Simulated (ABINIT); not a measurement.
Sb:

```
Sb
1.0
     2.15420    1.24373    3.75800
    -2.15420    1.24373    3.75800
     0.00000   -2.48746    3.75800
Sb
2
Direct
  0.76651 0.76651 0.76651
  0.23349 0.23349 0.23349
```

- Program: ABINIT 10.8.3 (patched build)
- Task: relaxation of cell and atoms
- Functional: PBE
- Potentials or basis: PseudoDojo NC SR PBE v0.4.1 standard
- Cutoff: 1088 eV
- k mesh: 6 × 6 × 6
- Occupations: fermi-dirac, width 0.05 eV
- Spin: no spin polarisation

At the start: pressure 2.8 GPa; volume 30.21 Å³/atom.

How do energy, volume and symmetry change on relaxing?

Over 14 steps the energy falls by 15.0 meV/atom and the volume is 32.16 Å³/atom (+6.5 %); space group R-3m (No. 166, to 0.05 Å).

Step by step:
```
step  energy change (eV)  largest force (eV/Å)  pressure (GPa)  volume (Å³)
   1              0.0000                0.0945            2.83        60.41
   2             -0.0085                0.0389            2.27        60.94
   3             -0.0250                0.1508            0.22        63.14
   4             -0.0257                0.1534            0.06        63.38
   5             -0.0275                0.1213           -0.24        63.98
   6             -0.0287                0.0600           -0.26        64.26
   7             -0.0292                0.0020           -0.10        64.24
   8             -0.0293                0.0124            0.00        64.14
   9             -0.0294                0.0175            0.08        64.06
  10             -0.0296                0.0197            0.15        64.01
  11             -0.0298                0.0156            0.16        64.05
  12             -0.0299                0.0064            0.09        64.19
  13             -0.0300                0.0008            0.02        64.29
  14             -0.0300                0.0000            0.00        64.32
```

Final structure:
```
Sb
1.0
     2.18967    1.26421    3.87250
    -2.18967    1.26421    3.87250
     0.00000   -2.52841    3.87250
Sb
2
Direct
  0.76850 0.76850 0.76850
  0.23150 0.23150 0.23150
```
